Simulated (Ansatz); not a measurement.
# InN: response to strain

Base system: InN in the wurtzite structure (space group P6_3mc, No. 186).

```
InN
1.0
    3.53734     0.00000     0.00000
   -1.76867     3.06343     0.00000
    0.00000     0.00000     5.71395
In N
2 2
Direct
  0.66667   0.33333   0.00204
  0.33333   0.66667   0.50204
  0.66667   0.33333   0.62316
  0.33333   0.66667   0.12316
```

Strains are applied to the cell and any free atomic positions relax.

Calculations: Ansatz (a quantum-chemistry and plane-wave program) PBEsol, no spin-orbit coupling, earlier PAW set.

Notes on the quantities. energy relative to the base: free energy F.

| isotropic strain (%) | energy relative to the base (meV/atom) |
|---|---|
| -5.62 | 229.6 |
| -4.52 | ? |
| -2.54 | 41.8 |
| -1.99 | 25.1 |
| -1.1 | 7.4 |
| 0 | 0.0 |

**Question.** Fit ΔE = Aε² + Bε³ (ε in %) to the rows shown and predict the withheld row.

**Answer.** Least squares on the printed values gives A = 5.83 and B = -0.26 meV/atom (largest residual 0.0 meV/atom); this predicts 142.8 meV/atom, and the run gives 142.5 meV/atom, 0.3 lower.

A case with no gap was solved on a k-mesh chosen for an insulator, which is coarse for it. Whether these cells are dynamically stable was not tested. All final runs are without spin polarisation.
